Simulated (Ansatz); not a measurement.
ScAl2: what the smearing entropy tells about the Fermi level

Level of theory: DFT PBEsol, scalar-relativistic, plane waves, PAW in Ansatz 0.2.0.

```cif
data_structure
_symmetry_space_group_name_H-M 'P 1'
_symmetry_Int_Tables_number 1
_cell_length_a 5.3424
_cell_length_b 5.3424
_cell_length_c 5.3424
_cell_angle_alpha 60.000
_cell_angle_beta 60.000
_cell_angle_gamma 60.000
_cell_volume 107.82
loop_
_atom_site_label
_atom_site_type_symbol
_atom_site_fract_x
_atom_site_fract_y
_atom_site_fract_z
_atom_site_occupancy
Sc1 Sc 0.50000 0.50000 0.50000 1
Sc2 Sc 0.75000 0.75000 0.75000 1
Al1 Al 0.12500 0.12500 0.12500 1
Al2 Al 0.62500 0.12500 0.12500 1
Al3 Al 0.12500 0.62500 0.12500 1
Al4 Al 0.12500 0.12500 0.62500 1
```

* plane-wave cutoff: 420 eV
* Γ-centred k-mesh: 8×8×8
* spin treatment: unpolarised

The same metal under several smearings of width σ, on one mesh. F is the free energy, TS the smearing's entropy term for the cell of 6 atoms, and E = F + TS. Gaussian occupations are ½ erfc[(ε − μ)/σ], and N counts both spins.

| rule | σ (eV) | F − F(narrowest) (meV/atom) | TS (meV/cell) |
| --- | --- | --- | --- |
| Fermi–Dirac | 0.1 | -11.652 | 120.548 |
| Fermi–Dirac | 0.2 | -39.486 | 432.740 |
| Fermi–Dirac | 0.3 | -84.681 | 984.136 |
| Fermi–Dirac | 0.5 | -233.934 | 2841.323 |
| Gaussian | 0.02 | 0.000 | 1.794 |
| Gaussian | 0.1 | -2.227 | 25.493 |

**Question.** For a density of states N (both spins) that is flat over the smeared range, TS = Nσ²/2 (Gaussian) and (π²/3)Nσ² (Fermi–Dirac). What N does each run give?

**Answer.**
```csv
rule,σ (eV),N (states/eV a cell)
Fermi–Dirac,0.1,3.66
Fermi–Dirac,0.2,3.29
Fermi–Dirac,0.3,3.32
Fermi–Dirac,0.5,3.45
Gaussian,0.02,8.97
Gaussian,0.1,5.10
```

Equal entropy needs σ_Gauss = π√(2/3) σ_FD = 2.57 σ_FD, so a Fermi–Dirac width acts like a Gaussian one 2.57 times as large. At moderate widths N lies between 3.66 and 5.10. The drift shows structure in the density of states within the smeared window (a rise with width points to a dip at the Fermi level, a fall to a peak or a steep flank), or a mesh too coarse for the narrower widths. At the narrowest widths only the few mesh levels within σ of μ count, so N can scatter there.

**Question.** To second order F = E0 − TS/2 and E = E0 + TS/2. How well does E0 = (E + F)/2 undo the smearing?

**Answer.**
```csv
rule,σ (eV),F − E0(narrowest) (meV/atom),(E + F)/2 − E0(narrowest) (meV/atom)
Fermi–Dirac,0.1,-11.80,-1.76
Fermi–Dirac,0.2,-39.64,-3.57
Fermi–Dirac,0.3,-84.83,-2.82
Fermi–Dirac,0.5,-234.08,2.69
Gaussian,0.02,-0.15,0.00
Gaussian,0.1,-2.38,-0.25
```

At Fermi–Dirac 0.1 eV the free energy is off by -11.80 meV/atom and the mean by -1.76. What remains is of order σ⁴ plus the mesh error of the narrowest run, which is no exact reference. Forces and stress are derivatives of F, not of E0, so they keep the σ² error.

7 further runs of this set aren't shown.

Ordered by effective width, the two smearing rules give one sequence: the apparent density of states falls from 8.97 to 3.29 states/eV a cell, then rises slightly to 3.45. The difference between the rules is therefore mostly one of energy window. ScAl2 is a metal whose Al s and p states mix with Sc d states, the latter lying largely above the Fermi level. The late upturn probably comes from the broadest window reaching further into these d states.

The error left in the mean energy has the same origin. Because the slope of F with width is set by the entropy, a flat density of states would cancel exactly. The mean drifts down where N falls and up where it rises, as every row shows. The small -2.82 meV/atom at 0.3 eV, on the way to 2.69, thus reflects compensation between energy ranges rather than convergence. The wide-window values are averages, and don't establish the Fermi-level density of states that governs the low-temperature electronic heat capacity.
